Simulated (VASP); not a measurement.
# W (Im-3m) in VASP: density of states with PBE

Aim: the density of states of W with PBE.

All numbers are computed with VASP 6.6.1; they aren't measurements. Logs are shortened: lines on timing, memory, paths and dates and some standing lists are left out, and cuts for length are marked.

## (1) The structure

Symmetry: Im-3m, No. 229, cubic system. The conventional cell has a = 3.179 Å, b = 3.179 Å, c = 3.179 Å, α = 90.00°, β = 90.00°, γ = 90.00°. W (site symmetry m-3m) has 8 W at 2.75 Å as nearest neighbours.

## (2) Density of states, PBE

POSCAR reads:

```
W                                       
1.0
   -1.5895238436      1.5895238436      1.5895238436
    1.5895238436     -1.5895238436      1.5895238436
    1.5895238436      1.5895238436     -1.5895238436
  W             
     1
Direct
     0.0000000000000000    0.0000000000000000    0.0000000000000000
```

INCAR.step1 reads:

```
PREC = Accurate ; ENCUT = 520
EDIFF = 1E-7 ; ISMEAR = 0
SIGMA = 0.1 ; LREAL = F
LASPH = T ; NELM = 60
ALGO = Normal ; ISIF = 2
LWAVE = F ; LCHARG = T
LMAXMIX = 4 ; GGA = PE
NBANDS = 13
```

KPOINTS.step1 reads:

```
Automatic mesh
0
Gamma
  6 6 6
```

INCAR.step2 reads:

```
PREC = Accurate ; ENCUT = 520
EDIFF = 1E-7 ; ISMEAR = -5
SIGMA = 0.1 ; LREAL = F
LASPH = T ; NELM = 60
ALGO = Normal ; ISIF = 2
LWAVE = F ; LCHARG = F
LMAXMIX = 4 ; GGA = PE
LORBIT = 11 ; NBANDS = 13
NEDOS = 1001 ; ICHARG = 11
```

KPOINTS.step2 reads:

```
Automatic mesh
0
Gamma
  9 9 9
```

Potentials or basis: VASP PAW PBE potentials, release 64 (W_sv).

Launch:

```console
> cat potpaw_PBE.64/W_sv/POTCAR > POTCAR
> cp INCAR.step1 INCAR
> cp KPOINTS.step1 KPOINTS
> mpirun -np 1 vasp_std > vasp.out
> cp INCAR.step2 INCAR
> cp KPOINTS.step2 KPOINTS
> mpirun -np 1 vasp_std > vasp.out
```

OUTCAR:

```text
PREC = Accurate
   ENCUT = 520
   EDIFF = 1E-7
   ISMEAR = -5
   LREAL = F
   LASPH = T
   NELM = 60
   ISIF = 2
   GGA = PE
   LORBIT = 11
   ICHARG = 11

 ion  position               nearest neighbor table
   1  0.000  0.000  0.000-

  LATTYP: Found a body centered cubic cell.
 ALAT       =     3.1790476872

  Lattice vectors:

 A1 = (  -1.5895238436,   1.5895238436,   1.5895238436)
 A2 = (   1.5895238436,  -1.5895238436,   1.5895238436)
 A3 = (   1.5895238436,   1.5895238436,  -1.5895238436)

Analysis of symmetry for initial positions (statically):
=====================================================================
 Subroutine PRICEL returns:
 Original cell was already a primitive cell.

 Routine SETGRP: Setting up the symmetry group for a
 body centered cubic supercell.

 Subroutine GETGRP returns: Found 48 space group operations
 (whereof 48 operations were pure point group operations)
 out of a pool of 48 trial point group operations.

The static configuration has the point symmetry O_h .

Analysis of symmetry for dynamics (positions and initial velocities):
=====================================================================
 Subroutine PRICEL returns:
 Original cell was already a primitive cell.

 Routine SETGRP: Setting up the symmetry group for a
 body centered cubic supercell.

 Subroutine GETGRP returns: Found 48 space group operations
 (whereof 48 operations were pure point group operations)
 out of a pool of 48 trial point group operations.

The dynamic configuration has the point symmetry O_h .

 Subroutine INISYM returns: Found 48 space group operations
 (whereof 48 operations are pure point group operations),
 and found     1 'primitive' translations

----------------------------------------------------------------------------------------

                                     Primitive cell

  volume of cell :      16.0643

  direct lattice vectors                    reciprocal lattice vectors
    -1.589523844  1.589523844  1.589523844     0.000000000  0.314559610  0.314559610
     1.589523844 -1.589523844  1.589523844     0.314559610  0.000000000  0.314559610
     1.589523844  1.589523844 -1.589523844     0.314559610  0.314559610  0.000000000

  length of vectors
     2.753136057  2.753136057  2.753136057     0.444854466  0.444854466  0.444854466

  position of ions in fractional coordinates (direct lattice)
     0.000000000  0.000000000  0.000000000

  ion indices of the primitive-cell ions
[... 87 lines left out ...]
   NELECT =      14.0000    total number of electrons
   NUPDOWN=      -1.0000    fix difference up-down
   EMIN   =  10.00;   EMAX   =-10.00  energy-range for DOS
   EFERMI =   0.00;   METHOD = LEGACY
   ISMEAR =    -5;   SIGMA  =   0.10  broadening in eV -4-tet -1-fermi 0-gaus
   EFERMI_NEDOS =   21; number of points for ismear=-14 and -15
   IALGO  =     38    algorithm
   IMIX   =      4    mixing-type and parameters
     AMIX     =   0.40;   BMIX     =  1.00
     AMIX_MAG =   1.60;   BMIX_MAG =  1.00
  volume/ion in A,a.u.               =      16.06       108.41
  Fermi-wavevector in a.u.,A,eV,Ry     =   1.563737  2.955035 33.269978  2.445274
  Thomas-Fermi vector in A             =   2.666464
   LORBIT       =     11    0 simple, 1 ext, 2 COOP (PROOUT), +10 PAW based schemes
   GGA     = PE    functional components
   LHFCALC =     F    Hartree Fock is set to
   AEXX    =    0.0000 exact exchange contribution
   IVDW    =     0    specifies the selected vdW correction
   LEPSILON=     F    determine dielectric tensor
   LRPA    =     F    only Hartree local field effects (RPA)
 non-spin polarized calculation
 Fermi weights with tetrahedron method with Bloechl corrections
  energy-cutoff  :      520.00
  volume of cell :       16.06
 maximum number of plane-waves:       444

 number of electron      14.0000001 magnetization

 Free energy of the ion-electron system (eV)
  ---------------------------------------------------
  ext. energy  EPLUGINS =         0.00000000
  ---------------------------------------------------
  free energy    TOTEN  =       -12.95399698 eV

  energy without entropy =      -12.95399698  energy(sigma->0) =      -12.95399698

 E-fermi :  11.3669     XC(G=0): -13.5574

 val. band max:       11.4376355180   @ k =   0.4444   0.0000   0.0000
 cond. band min:      11.3502584006   @ k =  -0.3333   0.3333   0.2222
 fundamental gap:     -0.0873771174
 Fermi energy:        11.3669218519

 k-point     1 :       0.0000    0.0000    0.0000
  band No.  band energies     occupation
      1     -62.8943      2.00000
      2     -26.4807      2.00000
      3     -26.4807      2.00000
      4     -26.4807      2.00000
      5       1.6861      2.00000
      6      10.0700      2.00000
      7      10.0700      2.00000
      8      10.0700      2.04167
      9      13.5041      0.00000
     10      13.5041      0.00000
     11      25.7342      0.00000
     12      25.7342      0.00000
     13      25.7342      0.00000
[... 354 lines left out ...]
  band No.  band energies     occupation
      1     -62.7446      2.00000
      2     -27.5920      2.00000
      3     -27.0731      2.00000
      4     -26.6798      2.00000
      5       6.3085      2.00000
      6       8.6589      2.00000
      7       9.0664      2.00482
      8      12.1802     -0.00031
      9      15.6305      0.00000
     10      18.8408      0.00000
     11      21.1513      0.00000
     12      25.3335      0.00000
     13      27.6040      0.00000

 [... further k-points ...]

------------------------ aborting loop because EDIFF is reached ----------------------------------------

  FORCE on cell =-STRESS in cart. coord.  units (eV):
  Direction    XX          YY          ZZ          XY          YZ          ZX
  --------------------------------------------------------------------------------------
  -------------------------------------------------------------------------------------
  Total       -0.0843805     -0.0843805     -0.0843805     -0.0000000     -0.0000000      0.0000000
  in kB       -8.4157203     -8.4157203     -8.4157203     -0.0000000     -0.0000000      0.0000000
  external PRESSURE =      -8.4157203 kB  Pullay stress =       0.0000000 kB

 VOLUME and BASIS-vectors are now :
 -----------------------------------------------------------------------------
  energy-cutoff  :      520.00
  volume of cell :       16.06
      direct lattice vectors                 reciprocal lattice vectors
    -1.589523844  1.589523844  1.589523844     0.000000000  0.314559610  0.314559610
     1.589523844 -1.589523844  1.589523844     0.314559610  0.000000000  0.314559610
     1.589523844  1.589523844 -1.589523844     0.314559610  0.314559610  0.000000000

 POSITION                                       TOTAL-FORCE (eV/Angst)
 -----------------------------------------------------------------------------------
      0.00000      0.00000      0.00000        -0.000000      0.000000     -0.000000
 -----------------------------------------------------------------------------------
    total drift:                                0.000000     -0.000000      0.000000

  FREE ENERGIE OF THE ION-ELECTRON SYSTEM (eV)
  ---------------------------------------------------
  free  energy   TOTEN  =       -12.9539969831 eV

  energy  without entropy=      -12.9539969831  energy(sigma->0) =      -12.95399698

 total charge

# of ion       s       p       d       tot
------------------------------------------
    1        2.398   6.346   3.311  12.055
```

OSZICAR.step1:

```text
N       E                     dE             d eps       ncg     rms          rms(c)
DAV:   1     0.862067477618E+02    0.86207E+02   -0.75657E+03   416   0.124E+03
DAV:   2    -0.119237545518E+02   -0.98131E+02   -0.93854E+02   471   0.317E+02
DAV:   3    -0.135945317877E+02   -0.16708E+01   -0.16641E+01   461   0.402E+01
DAV:   4    -0.136011073264E+02   -0.65755E-02   -0.65752E-02   456   0.282E+00
DAV:   5    -0.136011601077E+02   -0.52781E-04   -0.52782E-04   456   0.240E-01    0.205E+01
DAV:   6    -0.131167967949E+02    0.48436E+00   -0.41516E-01   431   0.862E+00    0.811E+00
DAV:   7    -0.130047749451E+02    0.11202E+00   -0.18057E-01   456   0.538E+00    0.539E-01
DAV:   8    -0.130005801582E+02    0.41948E-02   -0.31647E-03   431   0.675E-01    0.332E-01
DAV:   9    -0.130005972426E+02   -0.17084E-04   -0.20147E-04   451   0.191E-01    0.556E-02
DAV:  10    -0.130005898302E+02    0.74123E-05   -0.10537E-05   441   0.475E-02    0.175E-02
DAV:  11    -0.130005905592E+02   -0.72901E-06   -0.17543E-07   422   0.472E-03    0.762E-04
DAV:  12    -0.130005903921E+02    0.16709E-06   -0.62136E-09   238   0.934E-04    0.262E-04
DAV:  13    -0.130005904236E+02   -0.31439E-07   -0.48814E-10   223   0.292E-04
   1 F= -.13000590E+02 E0= -.13000025E+02  d E =-.113169E-02
```

Wall time 6.2 s (1 thread of Intel Xeon Platinum 8559C (Emerald Rapids), shared host); peak memory 0.12 GiB.

What came out:

```yaml
Valence_electrons_inside_the_program's_atomic_spheres: W 12.05
```

Levels at points of the mesh, in eV from the Fermi level:
| k point | band 4 | band 5 | band 6 | band 7 | band 8 | band 9 | band 10 | band 11 |
| --- | --- | --- | --- | --- | --- | --- | --- | --- |
| (0.00, 0.00, 0.00) | -37.85 | -9.68 | -1.30 | -1.30 | -1.30 | 2.14 | 2.14 | 14.37 |

States per cell in windows of 1 eV (zero at the Fermi level; states under -8 eV left out):
| from (eV) | total | W1_d | W1_p | W1_s |
| --- | --- | --- | --- | --- |
| -8.0 | 0.11 | 0.01 | 0.01 | 0.04 |
| -7.0 | 0.31 | 0.07 | 0.02 | 0.09 |
| -6.0 | 0.76 | 0.32 | 0.04 | 0.12 |
| -5.0 | 0.91 | 0.48 | 0.05 | 0.07 |
| -4.0 | 1.41 | 0.97 | 0.07 | 0.00 |
| -3.0 | 1.10 | 0.70 | 0.09 | 0.02 |
| -2.0 | 1.15 | 0.68 | 0.13 | 0.02 |
| -1.0 | 0.27 | 0.16 | 0.03 | 0.00 |
| 0.0 | 0.70 | 0.54 | 0.02 | 0.01 |
| 1.0 | 1.09 | 0.88 | 0.03 | 0.02 |
| 2.0 | 1.32 | 1.14 | 0.02 | 0.01 |
| 3.0 | 1.24 | 1.03 | 0.05 | 0.04 |
| 4.0 | 0.48 | 0.38 | 0.03 | 0.02 |
| 5.0 | 0.35 | 0.25 | 0.04 | 0.02 |
| 6.0 | 0.32 | 0.20 | 0.05 | 0.02 |
| 7.0 | 0.45 | 0.23 | 0.06 | 0.09 |

Caveat: the k mesh is coarse (spacing up to 0.47 Å⁻¹), so the values aren't converged; tetrahedron occupations give inexact forces and stress in metals.
